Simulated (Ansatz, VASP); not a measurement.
# Mg7Te8 (a cell with a defect): VASP beside Ansatz

```
CELL_PARAMETERS angstrom
0.00000 5.90586 -5.90586
5.90586 5.90586 0.00000
5.90586 0.00000 -5.90586
ATOMIC_POSITIONS crystal
Mg 0.00000 0.50000 0.00000
Mg 0.50000 0.00000 0.00000
Mg 0.50000 0.50000 0.00000
Mg 0.00000 0.00000 0.50000
Mg 0.00000 0.50000 0.50000
Mg 0.50000 0.00000 0.50000
Mg 0.50000 0.50000 0.50000
Te 0.24868 0.75132 0.24868
Te 0.25000 0.25000 0.25000
Te 0.75132 0.75132 0.24868
Te 0.75132 0.24868 0.24868
Te 0.24868 0.75132 0.75132
Te 0.24868 0.24868 0.75132
Te 0.75000 0.75000 0.75000
Te 0.75132 0.24868 0.75132
```

Change from the starting cell: Mg vacancy, atoms relaxed.

Alike in both runs: functional PBEsol; k mesh 4 × 4 × 4; occupations gaussian, width 0.05 eV; no spin polarisation.

Ansatz relaxed the structure, and its values are those at the end. VASP's run is a single point on that final structure, the one shown.

```csv
,VASP,Ansatz
version,VASP 6.6.1,Ansatz 0.2.0
potentials or method,"VASP PAW PBE potentials, release 64 (Mg, Te)","scalar-relativistic, plane waves, PAW"
plane-wave cutoff (eV),520,420
valence electrons in the cell,62,198
```

|  | VASP | Ansatz | Ansatz less VASP |
| --- | --- | --- | --- |
| gap on the k mesh at the Fermi level (eV) | none | none | - |
| pressure (GPa) | -1.2 | -1.2 | +0.01 |

A gap of «none» marks a metal or a gap that the smearing closes. With one functional, cell and mesh, what is left measures potentials, basis and numerics. The two sets of potentials don't hold the same shells in valence. Ansatz warned: «stress_scf_threshold_loose».

Caveats: the PAW data sets were made with another functional, which shifts forces and pressure a little (VASP). Spin-orbit coupling is left out, which matters for the levels of Te.
